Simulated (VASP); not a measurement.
Runs of VASP 6.6.1 on Al2O3 (Corundum). It takes space group R-3c (No. 167, trigonal). The conventional cell has a = 4.792 Å, b = 4.792 Å, c = 13.082 Å, α = 90.00°, β = 90.00°, γ = 120.00°. Al (site symmetry 3) is surrounded by 6 O at 1.87 to 1.99 Å. Around O (site symmetry 2) lie 4 Al at 1.87 to 1.99 Å. 

| level | cell | gap on the mesh (eV) | pressure (GPa) | largest force (eV/Å) |
| --- | --- | --- | --- | --- |
| PBE | R-3c, 8.67 Å³/atom | (c) | 2.2 | 0.04 |
| PBE | R-3c, 8.84 Å³/atom | (a) | -2.3 | 0.06 |
| BLYP+D3(BJ) | R-3c, 9.01 Å³/atom | 5.74 | -11.0 | 0.07 |
| PBE | R-3c, 7.99 Å³/atom | 7.01 | (b) | 0.07 |

Alike in all rows: task single point; potentials or basis VASP PAW PBE potentials, release 64 (Al, O); no spin polarisation; k mesh 7 × 7 × 7; cutoff (eV) 520; smearing fermi-dirac 0.05 eV.

Question: Estimate the missing entries.

Answer: (a) 5.73; (b) 25.4; (c) 5.97.

Caveats: an odd mesh through Γ misses points on the zone boundary, where band edges often lie; the PAW data sets were made with another functional, which shifts forces and pressure a little (some runs); so large a pressure means that the cell lies far from this level's equilibrium, or that cutoff or potentials fall short (some runs).
